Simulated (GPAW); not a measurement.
Runs of GPAW 26.7.0 on TiO2. The structure is tetragonal, space group P4_2/mnm (No. 136). The conventional cell has a = 4.600 Å, b = 4.600 Å, c = 2.959 Å, α = 90.00°, β = 90.00°, γ = 90.00°. Ti (site symmetry mmm) has 6 O at 1.95 to 1.98 Å as nearest neighbours. O (site symmetry m2m) has 3 Ti at 1.95 to 1.98 Å as nearest neighbours. The cell is a database's computed one.

| task | level | potentials or basis | U | cell | k mesh | band path | band points | data set | optimizer | fmax | gap on the mesh (eV) | pressure (GPa) | relaxed volume (Å³/atom) | largest force (eV/Å) |
| --- | --- | --- | --- | --- | --- | --- | --- | --- | --- | --- | --- | --- | --- | --- |
| band structure | LDA | JTH PAW 2.0, LDA, pw | - | as given | 4 × 4 × 6 | GXMGZRAZ,XR,MA | 60 | O jth, Ti jth | - | - | 1.77 | (b) | - | 0.12 |
| band structure | PBE | PAW data sets generated in the run's folder for this functional, pw | - | as given | 4 × 4 × 6 | GXMGZRAZ,XR,MA | 100 | - | - | - | 1.87 | 5.3 | - | 0.03 |
| band structure | WC | PAW data sets generated in the run's folder for this functional, pw | - | as given | 4 × 4 × 6 | GXMGZRAZ,XR,MA | 80 | - | - | - | 1.84 | -1.4 | - | 0.02 |
| single point | PBE | GPAW PAW data sets (gpaw-data 1.2.1), pw | - | as given | 6 × 6 × 9 | - | - | - | - | - | 1.87 | 5.3 | - | 0.03 |
| band structure | PBE+U | GPAW PAW data sets (gpaw-data 1.2.1), pw | Ti d U = 3.5 eV | as given | 4 × 4 × 6 | GXMGZRAZ,XR,MA | 100 | - | - | - | 2.43 | (c) | - | 0.08 |
| relaxation of cell and atoms | PW91 | PAW data sets generated in the run's folder for this functional, pw | - | relaxed | 4 × 4 × 6 | - | - | - | BFGS | 0.05 eV/Å | 1.85 | 0.1 | 10.65 | 0.03 |
| relaxation of cell and atoms | PBE+D3 | GPAW PAW data sets (gpaw-data 1.2.1), pw | - | relaxed | 4 × 4 × 6 | - | - | - | BFGS | 0.05 eV/Å | 1.85 | -0.1 | (a) | 0.01 |
| band structure | revTPSS | GPAW PAW data sets (gpaw-data 1.2.1), pw | - | as given | 4 × 4 × 6 | GXMGZRAZ,XR,MA | 100 | - | - | - | 2.01 | 3.0 | - | 0.05 |
| band structure | GLLB-SC | the program's PAW data sets (release 1.2.1) made for this functional, pw | - | as given | 4 × 4 × 6 | GXMGZRAZ,XR,MA | 80 | - | - | - | 3.78 | - | - | - |
| relaxation of cell and atoms | BP86 | PAW data sets generated in the run's folder for this functional, pw | - | relaxed | 4 × 4 × 6 | - | - | - | LBFGS | 0.05 eV/Å | 1.84 | 0.1 | 10.67 | 0.03 |
| band structure | vdW-DF-cx | GPAW PAW data sets (gpaw-data 1.2.1), pw | - | as given | 4 × 4 × 6 | GXMGZRAZ,XR,MA | 100 | - | - | - | 1.85 | - | - | 0.05 |

Alike in all rows: no spin polarisation; cutoff (eV) 800; smearing fermi-dirac 0.05 eV.

Task: Estimate the missing entries.

Result: (a) 10.58; (b) -9.1; (c) 9.2.

Caveats: later steps reuse the first step's grids (some runs); the PAW data sets were made with another functional, which shifts forces and pressure a little (some runs); the program truncates these outside data sets (some runs); an odd mesh through Γ misses points on the zone boundary, where band edges often lie (some runs); the GLLB-SC gap is the Kohn-Sham gap of the path plus the derivative discontinuity (some runs); a model potential gives levels but no total energy (some runs).

Not every run made on this cell is shown here.
